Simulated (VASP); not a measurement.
A VASP calculation is set up with these files.

### KPOINTS
```
Automatic mesh
0
Gamma
8 8 8
0 0 0
```

File POSCAR:
```
ZnTe
1
    0.0000000000     3.0739025125     3.0739025125
    3.0739025125     0.0000000000     3.0739025125
    3.0739025125     3.0739025125     0.0000000000
Zn Te
1 1
Direct
  0.0000000000   1.0000000000   1.0000000000
  0.2500000000   0.2500000000   0.2500000000
```

**INCAR**
```
ALGO = Normal
EDIFF = 1E-7
ENCUT = 520
GGA = PE
ISIF = 2
ISMEAR = 0
IVDW = 12
LASPH = T
LCHARG = F
LMAXMIX = 4
LREAL = F
LWAVE = F
NELM = 100
PREC = Accurate
SIGMA = 0.05
SYSTEM = ZnTe
```

POTCAR, in this order: Zn Te (PBE.64 set). Program: vasp_std.

Problem. Translate this PBE-D3(BJ) calculation to Quantum ESPRESSO's pw.x.

Solution. One equivalent input (not run):
```
&CONTROL
  calculation = 'scf'
  pseudo_dir = './pseudo'
  outdir = './out'
  tprnfor = .true.
  tstress = .true.
/
&SYSTEM
  ibrav = 0
  nat = 2
  ntyp = 2
  ecutwfc = 84
  occupations = 'smearing'
  smearing = 'gaussian'
  degauss = 0.003675
  input_dft = 'pbe'
  vdw_corr = 'grimme-d3'
  dftd3_version = 4
  dftd3_threebody = .false.
/
&ELECTRONS
  conv_thr = 7.3e-09
  electron_maxstep = 100
/
ATOMIC_SPECIES
  Zn 65.380 Zn.upf
  Te 127.600 Te.upf
CELL_PARAMETERS angstrom
     0.0000000    3.0739025    3.0739025
     3.0739025    0.0000000    3.0739025
     3.0739025    3.0739025    0.0000000
ATOMIC_POSITIONS crystal
  Zn   0.0000000  1.0000000  1.0000000
  Te   0.2500000  0.2500000  0.2500000
K_POINTS automatic
  8 8 8 0 0 0
```
The two are equivalent in intent, not identical: the potentials are each code's own (VASP's PAW set, PseudoDojo norm-conserving files in pw.x), so ENCUT and ecutwfc are chosen apart and not converted; conv_thr bounds pw.x's estimated SCF error, while EDIFF bounds the energy change between steps.

The compound is ZnTe in the zinc blende structure. This cell is one point of a volume scan, at 1.03 of the reference volume.
